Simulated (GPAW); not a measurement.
The system is HgTe (Coloradoite).

```xyz
2
Lattice="0.0000 3.2145 3.2145 3.2145 0.0000 3.2145 3.2145 3.2145 0.0000" Properties=species:S:1:pos:R:3 pbc="T T T"
Hg    0.0000    0.0000    0.0000
Te    4.8217    4.8217    4.8217
```

Base run:

```yaml
Program: GPAW 26.7.0
Functional: TASK
Potentials_or_basis: GPAW PAW data sets (gpaw-data 1.2.1)
Cutoff: 600 eV
Basis: pw
k_mesh: 6 × 6 × 6
Occupations: fermi-dirac, width 0.05 eV
Spin: spin-orbit coupling, no magnetisation
```

Its results: pressure 7.6 GPa.

**Question.** The run is repeated on the same cell with these changes: functional from TASK to r2SCAN. What comes out?

**Answer.** Pressure 3.3 GPa.

Caveats: spin-orbit coupling was added after a scalar SCF, so levels and gaps hold it while energy, forces, pressure and moments don't; the PAW data sets were made with another functional, which shifts forces and pressure a little.
